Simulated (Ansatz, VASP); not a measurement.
This is a calculation of Fe for Ansatz 0.2.0.

The input input.yaml:

```yaml
crystal:
  lattice:
    - [-1.443, 1.443, 1.443]
    - [1.443, -1.443, 1.443]
    - [1.443, 1.443, -1.443]
  atoms:
    - { symbol: Fe, position: [0.0, 0.0, 0.0], spin: 3.0 }
kpoints:
  mp_grid: { grid: [13, 13, 13] }
scf:
  occupations: { method: gaussian, width: 0.018 }
hamiltonian:
  xc: pbe
  pseudopotentials: { kind: all_electron, lapw: { basis_error: 0.001 } }
magnetization:
  spin_polarized: true
output:
  forces: true
  stress: true
  eigenvalues: true
```

Potentials or basis: all-electron LAPW, scalar-relativistic.

Launch:

```bash
$ ansatz run input.yaml --threads 2 --pin off --max-ram 6144MiB --backend cpu --events-out ev --progress --plain --runs-dir out
```

Problem. Translate it to VASP 6.6.1. Potentials there: VASP PAW PBE potentials, release 64 (Fe).

Solution. As run (the cutoff follows the program's own potentials):

Contents of INCAR:

```
SYSTEM = Fe
  ALGO = Normal
  EDIFF = 1E-6
  ENCUT = 520
  GGA = PE
  ISIF = 2
  ISMEAR = 0
  ISPIN = 2
  LASPH = .TRUE.
  LCHARG = .FALSE.
  LMAXMIX = 4
  LORBIT = 11
  LREAL = .FALSE.
  LWAVE = .FALSE.
  MAGMOM = 3
  NBANDS = 14
  NELM = 150
  PREC = Accurate
  SIGMA = 0.018000000000000002
```

Contents of KPOINTS:

```
k-points
0
G
  13 13 13
  0 0 0
```

POSCAR

```
Fe
1.0
   -1.4430000000      1.4430000000      1.4430000000
    1.4430000000     -1.4430000000      1.4430000000
    1.4430000000      1.4430000000     -1.4430000000
Fe
1
Direct
    0.0000000000      0.0000000000      0.0000000000
```

Potentials or basis: VASP PAW PBE potentials, release 64 (Fe).

Command:

```console
$ cat potpaw_PBE.64/Fe/POTCAR > POTCAR
$ mpirun -np 1 vasp_std > vasp.out
```

Both were run:

|  | VASP | Ansatz | Ansatz less VASP |
| --- | --- | --- | --- |
| gap on the k mesh at the Fermi level (eV) | none | none | - |
| pressure (GPa) | -9.5 | -9.8 | -0.34 |
| net moment per atom (μB) | 2.28 | 2.24 | -0.039 |
| size of the moment on the site where the two differ most (μB) | 2.29 | 2.31 | +0.014 |

Site moments also hang on the region over which each program counts them. A gap of «none» marks a metal or a gap that the smearing closes. Ansatz ran all-electron here, so the differences hold the error of VASP's frozen core and of both bases.
